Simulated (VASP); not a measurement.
# YN in VASP 6.6.1, single-point calculation

INCAR

```
NBANDS = 15
METAGGA = M06L
SIGMA = 0.01
LCHARG = .FALSE.
ISIF = 2
PREC = Accurate
EDIFF = 1E-7
LWAVE = .FALSE.
ENCUT = 520
ALGO = Normal
LREAL = .FALSE.
LASPH = .TRUE.
ISMEAR = 0
IBRION = -1
NELM = 120
NSW = 0
```

KPOINTS

```
KPOINTS created by Atomic Simulation Environment
0
Gamma
10 10 10
0 0 0
```

POSCAR

```
Y  N
 1.0000000000000000
     0.0000000000000000    2.5214895869000000    2.5214895869000000
     2.5214895869000000    0.0000000000000000    2.5214895869000000
     2.5214895869000000    2.5214895869000000    0.0000000000000000
 Y   N
   1   1
Cartesian
  0.0000000000000000  0.0000000000000000  0.0000000000000000
  2.5214895869000000  2.5214895869000000  2.5214895869000000
```

The recommended PBE PAW datasets give the neutral cell 16 valence electrons.

Command

```
mpirun -np 1 vasp_std
```

OSZICAR

```
N       E                     dE             d eps       ncg     rms          rms(c)
DAV:   1    -0.360240727824E+13   -0.36024E+13   -0.30424E+13  2323   0.284E+11
DAV:   2    -0.467111755558E+13   -0.10687E+13   -0.10087E+13  1473   0.111E+12
DAV:   3    -0.490539401916E+13   -0.23428E+12   -0.19713E+12  2812   0.406E+11
DAV:   4    -0.491954761028E+13   -0.14154E+11   -0.13615E+11  2453   0.108E+11
DAV:   5    -0.492022000614E+13   -0.67240E+09   -0.52696E+09  2411   0.209E+10    0.859E+01
DAV:   6     0.330502645497E+03    0.49202E+13   -0.54487E+04  2820   0.943E+02    0.103E+03
DAV:   7    -0.641387892859E+02   -0.39464E+03   -0.44313E+03  1803   0.634E+02    0.826E+01
DAV:   8    -0.219384468906E+05   -0.21874E+05   -0.20992E+05  2510   0.530E+02    0.949E+01
DAV:   9    -0.379181108003E+03    0.21559E+05   -0.36163E+04  2799   0.139E+03    0.181E+03
DAV:  10    -0.457126956292E+05   -0.45334E+05   -0.44482E+05  2820   0.135E+03    0.126E+02
...
DAV: 106    -0.122297111785E+04    0.40525E+04   -0.36722E+04  2820   0.121E+03    0.147E+03
DAV: 107    -0.272875901705E+04   -0.15058E+04   -0.37205E+04  2323   0.116E+03    0.150E+02
DAV: 108    -0.293156644317E+02    0.26994E+04   -0.15219E+04  1578   0.106E+03    0.108E+02
DAV: 109    -0.222137281721E+03   -0.19282E+03   -0.18838E+03  2774   0.191E+02    0.797E+01
DAV: 110    -0.296605965894E+02    0.19248E+03   -0.49383E+03  1557   0.553E+02    0.879E+01
DAV: 111    -0.734030751151E+04   -0.73106E+04   -0.69719E+04  2820   0.126E+02    0.115E+02
DAV: 112    -0.551042365020E+02    0.72852E+04   -0.25163E+04  1829   0.143E+03    0.315E+02
DAV: 113    -0.176039447970E+02    0.37500E+02   -0.24202E+03  1863   0.402E+02    0.846E+01
DAV: 114    -0.570843425724E+02   -0.39480E+02   -0.38971E+02  2548   0.127E+02    0.111E+02
   1 F= -.57084343E+02 E0= -.57084227E+02  d E =-.230800E-03
```

Standard output (part)

```
POSCAR found type information on POSCAR Y N
 POSCAR found :  2 types and       2 ions
 LDA part: xc-table for (None), standard interpolation
 POSCAR, INCAR and KPOINTS ok, starting setup
 WAVECAR not read
 entering main loop
 the old and the new charge density differ
    0.859E+01
 the old and the new charge density differ
    0.103E+03
 hard stop encountered!  aborting job ...
|     The electronic self-consistency was not achieved in the given           |
|     number of steps (NELM). The forces and other quantities evaluated       |
|     might not be reliable so examine the results carefully. If you find     |
|     spurious results, we suggest increasing NELM, if you were close to      |
|     convergence or switching to a different ALGO or adjusting the           |
|     density mixing parameters otherwise.                                    |
 soft stop encountered!  aborting job ...
 deleting file STOPCAR
```

It was cut off at its time limit.

The run took about 15 min on one core of a shared host (Intel Xeon Platinum 8488C) and held 0.2 GiB at most.
